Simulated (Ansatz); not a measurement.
# How BaO answers to pressure

```cif
data_structure
_symmetry_space_group_name_H-M 'Fm-3m'
_symmetry_Int_Tables_number 225
_cell_length_a 5.5000
_cell_length_b 5.5000
_cell_length_c 5.5000
_cell_angle_alpha 90.000
_cell_angle_beta 90.000
_cell_angle_gamma 90.000
_cell_volume 166.38
loop_
_atom_site_label
_atom_site_type_symbol
_atom_site_symmetry_multiplicity
_atom_site_Wyckoff_symbol
_atom_site_fract_x
_atom_site_fract_y
_atom_site_fract_z
_atom_site_occupancy
Ba1 Ba 4 a 0.00000 0.00000 0.00000 1
O1 O 4 b 0.50000 0.00000 0.00000 1
```

The runs use the primitive cell with vectors (0.000, 2.750, 2.750), (2.750, 0.000, 2.750), (2.750, 2.750, 0.000) Å, to which the k mesh refers.

Symmetry: Fm-3m, No. 225, cubic system. Conventional cell: a = 5.500 Å, b = 5.500 Å, c = 5.500 Å, α = 90.00°, β = 90.00°, γ = 90.00°. Ba (site symmetry m-3m) is surrounded by 6 O at 2.75 Å. Around O (site symmetry m-3m) lie 6 Ba at 2.75 Å.

The cell is COD entry 5910030, as deposited and not checked against the literature; nothing was relaxed. It differs from other determinations.

Spin–orbit coupling is left out, though it moves levels of the heavy atoms by tenths of an eV or more.

Computed with DFT, PBE, all-electron LAPW, scalar-relativistic in Ansatz 0.2.0.

Settings: a Γ-centred 8×8×8 k mesh, Fermi–Dirac smearing of 0.02 eV, basis error target 0.5 meV/atom, no spin polarisation.

The cell is scaled evenly with fractional coordinates held. Semilocal gaps are too small, but their slopes carry over better.

```
V/V(cell)  P (GPa)  gap on the k mesh (eV)
   0.9400     8.89                   1.726
   0.9405     8.83                   1.729
   0.9600     6.72                   1.814
   0.9700     5.72                   1.855
   0.9800     4.78                   1.894
   0.9900     3.88                   1.932
   1.0000     3.03                   1.968
   1.0100     2.23                   2.003
   1.0200     1.46                   2.036
   1.0300     0.74                   2.068
   1.0400     0.05                   2.098
```

(1) From the rows at 0.9900 and 1.0100, what is the bulk modulus at the cell's volume?

(2) What are the gap's volume deformation potential and pressure coefficient?

(3) Predict the row at V/V(cell) = 1.0600. How far is a linear estimate of P off?

Answers

(1) B = −ΔP/Δln V = −[(2.23) − (3.88)]/0.02000 = 82.5 GPa. This is the modulus at 3.03 GPa, not at zero pressure.

(2) dEg/dln V = (2.003 − 1.932)/0.02000 = 3.55 eV, and dEg/dP = −(dEg/dln V)/B = -43 meV/GPa: pressure narrows the gap.

(3) P = -1.21 GPa, gap 2.155 eV. The linear estimate P(cell) − B ln(V/V(cell)) = -1.78 GPa misses by 0.57 GPa, since the modulus falls on expansion.
